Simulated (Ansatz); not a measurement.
# Phonon dispersion of ZnSe

These are results of DFT PBE, scalar-relativistic, plane waves, PAW in Ansatz 0.2.0, not measurements. Plane waves to 420 eV; Γ-centred k mesh 8×8×8; fixed occupations. No spin polarisation. Phonons by linear response, acoustic sum rule imposed.

Equilibrium structure at this level:
```
CELL_PARAMETERS angstrom
0.00000 2.86630 2.86630
2.86630 0.00000 2.86630
2.86630 2.86630 0.00000
ATOMIC_POSITIONS crystal
Zn 0.00000 0.00000 0.00000
Se 0.25000 0.25000 0.25000
```

It was relaxed at this level from a cell as deposited in COD.

Force constants from linear response on a 4×4×4 q mesh.

Path: Γ–X–U | K–Γ–L–W–X. Only the points of the 4×4×4 mesh were computed; the rest is interpolation, which is rough on so few points. On the mesh no mode is imaginary. Distance along the path (Å⁻¹), then the branches (cm⁻¹, negative for imaginary; the LO field is included):
```
0.000  0 0 0 195 195 235
0.137  17 17 30 194 194 235
0.274  34 34 58 194 194 233
0.411  48 48 85 194 194 230
0.548  59 59 109 194 194 226
0.685  65 65 131 195 195 221
0.822  68 68 152 196 196 213
0.959  68 68 170 197 197 202
1.096  68 68 184 191 198 198
1.145  68 69 183 191 198 198
1.193  68 70 182 190 198 200
1.241  68 73 180 188 198 202
1.290  68 76 178 187 197 204
1.338  68 78 176 185 197 205
1.387  68 81 174 183 197 207
1.435  68 84 172 182 196 209
1.484  68 85 169 182 196 210
1.484  68 85 169 182 196 210
1.629  67 87 159 185 195 212
1.774  64 86 146 190 194 214
1.919  58 82 130 194 196 215
2.065  49 73 113 194 198 218
2.210  38 58 91 194 197 225
2.355  25 40 65 195 195 231
2.501  12 21 34 195 195 234
2.646  0 0 0 195 195 235
2.646  0 0 0 195 195 235
2.765  12 12 30 195 195 235
2.883  24 24 59 194 194 232
3.002  34 34 84 194 194 229
3.121  43 43 107 194 194 225
3.239  49 49 127 194 194 219
3.358  52 52 144 195 195 212
3.477  54 54 159 195 195 205
3.595  54 54 165 195 195 201
3.692  55 57 164 195 196 201
3.789  57 65 160 195 196 203
3.886  62 74 156 193 196 206
3.983  67 81 155 190 196 209
4.080  72 85 156 186 197 210
4.176  76 88 160 182 198 210
4.273  78 90 165 176 199 210
4.370  78 90 170 172 199 210
4.439  78 89 170 173 199 210
4.507  77 87 172 175 199 209
4.576  75 83 173 178 199 207
4.644  73 79 176 182 199 205
4.713  71 75 178 185 199 203
4.781  70 71 181 188 198 201
4.850  69 69 183 190 198 199
4.918  68 68 184 191 198 198
```
